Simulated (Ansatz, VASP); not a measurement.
**TePb (lda): VASP beside Ansatz**

The input INCAR:

```
ALGO = Normal
EDIFF = 1E-6
EDIFFG = -0.002
ENCUT = 600
IBRION = 2
ISIF = 3
ISMEAR = 0
LASPH = True
LCHARG = False
LREAL = False
LWAVE = False
NELM = 100
NSW = 100
PREC = Accurate
SIGMA = 0.02
```

KPOINTS

```
k-points
0
Gamma
  10 10 10
```

POSCAR

```
TePb
1.0
    0.0000000000      3.1902525255      3.1902525255
    3.1902525255      0.0000000000      3.1902525255
    3.1902525255      3.1902525255      0.0000000000
Te Pb
1 1
Direct
    0.5000000000      0.5000000000      0.5000000000
    0.0000000000      0.0000000000      0.0000000000
```

Input for Ansatz:

```yaml
crystal:
  lattice:
    - [0.0, 3.1902525255, 3.1902525255]
    - [3.1902525255, 0.0, 3.1902525255]
    - [3.1902525255, 3.1902525255, 0.0]
  atoms:
    - { symbol: Te, position: [0.5, 0.5, 0.5] }
    - { symbol: Pb, position: [0.0, 0.0, 0.0] }
basis:
  ecutwfc: 420
kpoints:
  mp_grid: { grid: [10, 10, 10] }
hamiltonian:
  xc: lda
scf:
  occupations: { method: gaussian, width: 0.02 }
output:
  forces: true
  stress: true
  eigenvalues: true
relax:
  adjacent_minimum: "off"
  f_tol: 0.002
  max_steps: 80
  cell: { stress_tol: 0.02 }
```

Alike in both runs: task relaxation of cell and atoms; functional LDA; k mesh 10 × 10 × 10; occupations gaussian, width 0.02 eV; no spin polarisation.

```csv
,VASP,Ansatz
version,VASP 6.6.1,Ansatz 0.2.0
potentials or method,"VASP PAW LDA potentials, release 64 (Te, Pb_d)","scalar-relativistic, plane waves, PAW"
plane-wave cutoff (eV),600,420
valence electrons in the cell,20,30
```

Ansatz gave:

| Quantity | Value |
| --- | --- |
| gap on the k mesh at the Fermi level, each at its own relaxed structure (eV) | 0.57 |
| relaxed volume (Å³/atom) | 32.47 |
| relaxed cell length with the largest relative difference (Å) | 4.512 |

**Question.** Which values does VASP return?

**Answer.** gap on the k mesh at the Fermi level, each at its own relaxed structure (eV): 0.56; relaxed volume (Å³/atom): 32.52; relaxed cell length with the largest relative difference (Å): 4.514.

The two sets of potentials don't hold the same shells in valence.

Caveats: spin-orbit coupling is left out, which as a rule narrows the gap of such compounds by several tenths of an eV. A k mesh can miss the band edges.
